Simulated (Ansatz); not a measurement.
# NiO (Fm-3m): equation of state

One table from this session's results is given with a row withheld; the runs are named, their logs left out.

Computed with Ansatz 0.2.0 (DFT PBE+U (U_eff = 6.2 eV on Ni 3d), scalar-relativistic, plane waves, PAW, unless a step's input says otherwise).

## The system as given

It takes space group Fm-3m (No. 225, cubic). Conventional cell: a = 4.251 Å, b = 4.251 Å, c = 4.251 Å, α = 90.00°, β = 90.00°, γ = 90.00°. Ni (site symmetry m-3m) has 6 O at 2.13 Å as nearest neighbours. O (site symmetry m-3m) is surrounded by 6 Ni at 2.13 Å.

Coordinates:

```cif
data_structure
_symmetry_space_group_name_H-M 'Fm-3m'
_symmetry_Int_Tables_number 225
_cell_length_a 4.2508
_cell_length_b 4.2508
_cell_length_c 4.2508
_cell_angle_alpha 90.000
_cell_angle_beta 90.000
_cell_angle_gamma 90.000
_cell_volume 76.81
loop_
_atom_site_label
_atom_site_type_symbol
_atom_site_symmetry_multiplicity
_atom_site_Wyckoff_symbol
_atom_site_fract_x
_atom_site_fract_y
_atom_site_fract_z
_atom_site_occupancy
Ni1 Ni 4 a 0.00000 0.00000 0.00000 1
O1 O 4 b 0.50000 0.00000 0.00000 1
```

An earlier run at PBE+U (U_eff = 6.2 eV on Ni 3d) left this cell at 9.601 Å³/atom and 0.00 GPa (10×10×10 mesh). The large moments point both ways and cancel.

Volume factors to run: 0.980, 1.020, 0.960, 1.040.

The first run:

Input file input.yaml:

```yaml
crystal:
  lattice:
    - [0.0, 2.1118977354, 2.1118977354]
    - [2.1118977354, 0.0, 2.1118977354]
    - [4.2208320262, 2.1089342907, -2.1089342907]
  atoms:
    - { symbol: Ni, position: [0.0, 0.0, 0.0], spin: 1.85 }
    - { symbol: O, position: [0.75, 0.4999999999, 0.2500000001] }
    - { symbol: Ni, position: [0.5, 0.0, 0.5], spin: -1.85 }
    - { symbol: O, position: [1.25, 0.5000000001, 0.7499999999] }
basis:
  ecutwfc: 420
  ecutrho_ratio: 4
kpoints:
  mp_grid: { grid: [10, 10, 10] }
hamiltonian:
  xc: pbe
  hubbard:
    sites:
      - { species: Ni, l: d, u_eff: 6.2, starting_ns: start.occupation_matrices }
    ns_hold: { iters: 6 }
scf:
  occupations: { method: gaussian, width: 0.05 }
  lower_state_search: "off"
output:
  forces: true
  stress: true
  eigenvalues: true
  populations: true
magnetization:
  spin_polarized: true
relax:
  f_tol: 0.01
  max_steps: 40
  cell: { stress_tol: 0.1, fix: [volume] }
```

The open shells start from the occupation matrices of the run at the neighbouring geometry (file start.occupation_matrices).

Command:

```bash
> ansatz run input.yaml --threads 2 --pin off --max-ram 5120MiB --backend cpu --events-out ev --progress --plain --runs-dir out
```

Among the steps run: At 0.980 of the relaxed volume; Scaling the volume by 1.020; Volume × 0.960; At 1.040 of the relaxed volume.

One of the session's tables, all rows but one given; the rest of the session is left out.

| volume (Å³/atom) | energy (meV/atom) | pressure (GPa) | gap (eV) | moment of atom 1 (μB) |
| --- | --- | --- | --- | --- |
| 9.217 | 9.33 | 8.10 | 3.05 | 1.67 |
| 9.409 | 2.23 | 3.83 | 2.91 | 1.68 |
| 9.601 | 0.00 | 0.00 | 2.77 | 1.69 |
| 9.793 | ? | ? | ? | ? |
| 9.985 | 8.08 | -6.51 | 2.51 | 1.70 |

Estimate the missing values for volume (Å³/atom) = 9.793.

Worked estimate for «energy (meV/atom)». A straight line through the neighbours (9.601, 0.00) and (9.985, 8.08) gives 0.00 + (8.08 − 0.00) × (9.793 − 9.601) / (9.985 − 9.601) = 4.04; a parabola fitted to 3 rows on both sides gives 1.95.

As computed: energy (meV/atom): 2.07; pressure (GPa): -3.43; gap (eV): 2.63; moment of atom 1 (μB): 1.69. In «energy (meV/atom)» the line misses by +1.97 and the parabola by -0.12.

volume (Å³/atom), energy (meV/atom) and a bar:
```
     9.22        9.3 ##############################
     9.41        2.2 #######
     9.60        0.0 
     9.79        2.1 #######
     9.99        8.1 ##########################
```

To keep in mind: Warnings in the runs' records: anti translation declined, stability check not made.
